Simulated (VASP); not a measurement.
Sn:

```
CELL_PARAMETERS angstrom
-1.72654 1.77555 2.33834
1.72654 -1.77555 2.33834
1.72654 1.77555 -2.33834
ATOMIC_POSITIONS crystal
Sn 0.00000 0.00000 0.00000
```

This isn't the form of Sn at room conditions, which is tetragonal (white tin).

| Quantity | Value |
| --- | --- |
| Program | VASP 6.6.1 |
| Task | relaxation of cell and atoms |
| Functional | r2SCAN |
| Potentials or basis | VASP PAW PBE potentials, release 64 (Sn_d) |
| Cutoff | 600 eV |
| k mesh | 16 × 16 × 16 |
| Occupations | gaussian, width 0.1 eV |
| Spin | no spin polarisation |

At the start: pressure -2.2 GPa; volume 28.67 Å³/atom.

Task: Where does the relaxation end?

Result: Over 22 steps the energy falls by 14.0 meV/atom and the volume is 27.24 Å³/atom (-5.0 %); space group I4/mmm (No. 139, to 0.05 Å).

The path:
| step | energy change (eV) | largest force (eV/Å) | pressure (GPa) | volume (Å³) |
| --- | --- | --- | --- | --- |
| 1 | 0.0000 | 0.0000 | -2.20 | 28.67 |
| 2 | -0.0099 | 0.0000 | 0.46 | 27.07 |
| 3 | -0.0101 | 0.0000 | 0.04 | 27.29 |
| 4 | -0.0105 | 0.0000 | 0.04 | 27.28 |
| 5 | -0.0113 | 0.0000 | 0.06 | 27.27 |
| 6 | -0.0110 | 0.0000 | 0.17 | 27.22 |
| 7 | -0.0115 | 0.0000 | 0.07 | 27.25 |
| 8 | -0.0119 | 0.0000 | -0.09 | 27.34 |
| 9 | -0.0125 | 0.0000 | -0.44 | 27.53 |
| 10 | -0.0111 | 0.0000 | -1.13 | 27.87 |
| 11 | -0.0126 | 0.0000 | -0.59 | 27.60 |
| 12 | -0.0127 | 0.0000 | -0.59 | 27.59 |
| 13 | -0.0129 | 0.0000 | -0.58 | 27.59 |
| 14 | -0.0130 | 0.0000 | -0.57 | 27.56 |
| 15 | -0.0133 | 0.0000 | -0.47 | 27.51 |
| 16 | -0.0137 | 0.0000 | -0.17 | 27.34 |
| 17 | -0.0135 | 0.0000 | 0.48 | 26.99 |
| 18 | -0.0138 | 0.0000 | 0.07 | 27.21 |
| 19 | -0.0138 | 0.0000 | 0.06 | 27.21 |
| 20 | -0.0139 | 0.0000 | 0.04 | 27.22 |
| 21 | -0.0140 | 0.0000 | -0.01 | 27.24 |
| 22 | -0.0140 | 0.0000 | 0.00 | 27.24 |

Final structure:
```cif
data_structure
_symmetry_space_group_name_H-M 'P 1'
_symmetry_Int_Tables_number 1
_cell_length_a 3.3173
_cell_length_b 3.3173
_cell_length_c 3.3173
_cell_angle_alpha 115.682
_cell_angle_beta 115.657
_cell_angle_gamma 97.680
_cell_volume 27.24
loop_
_atom_site_label
_atom_site_type_symbol
_atom_site_fract_x
_atom_site_fract_y
_atom_site_fract_z
_atom_site_occupancy
Sn1 Sn 0.00000 0.00000 0.00000 1
```

Caveat: the PAW data sets were made with another functional, which shifts forces and pressure a little.
